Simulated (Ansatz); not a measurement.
Runs of Ansatz 0.2.0 on HfN. Symmetry: P6_3/mmc, No. 194, hexagonal system. The conventional cell has a = 3.134 Å, b = 3.134 Å, c = 5.417 Å, α = 90.00°, β = 90.00°, γ = 120.00°. Around Hf (site symmetry -6m2) lie 6 N at 2.26 Å. N (site symmetry -3m) is surrounded by 6 Hf at 2.26 Å. The cell comes from a database or a generator and needn't be the stable form of this composition.

| task | level | cell | points for each segment of the path | gap on the mesh (eV) | pressure (GPa) | relaxed volume (Å³/atom) |
| --- | --- | --- | --- | --- | --- | --- |
| relaxation of cell and atoms | HSE06 | relaxed | - | none | 0.0 | 11.58 |
| relaxation of cell and atoms | PBE0 | relaxed | - | none | 0.0 | (a) |
| band structure | HSE06 | as given | 4 | none | 1.6 | - |
| single point | PBE0 | as given | - | none | 1.7 | - |

Alike in all rows: potentials or basis Ansatz PAW; no spin polarisation; k mesh 6 × 6 × 4; cutoff (eV) 420; smearing fermi-dirac 0.05 eV; the mesh is coarse, so values aren't converged.

Task: Estimate the missing entries.

Result: (a) 11.59.

Caveats: all runs use coarse meshes; the PAW data sets come from PBE, with cores solved anew for the run's functional, which leaves a small shift of forces and pressure; the plane-wave basis is chosen anew once the cell has moved, so the energies of steps on either side of that aren't comparable (some runs); the thresholds are loose for stress (some runs); spin-orbit coupling is left out, which moves the levels of the heavy elements (some runs).

A k mesh can miss the band edges, and the runs leave out spin-orbit coupling on Hf.

A gap of «none» marks a metal or a gap under the smearing width.
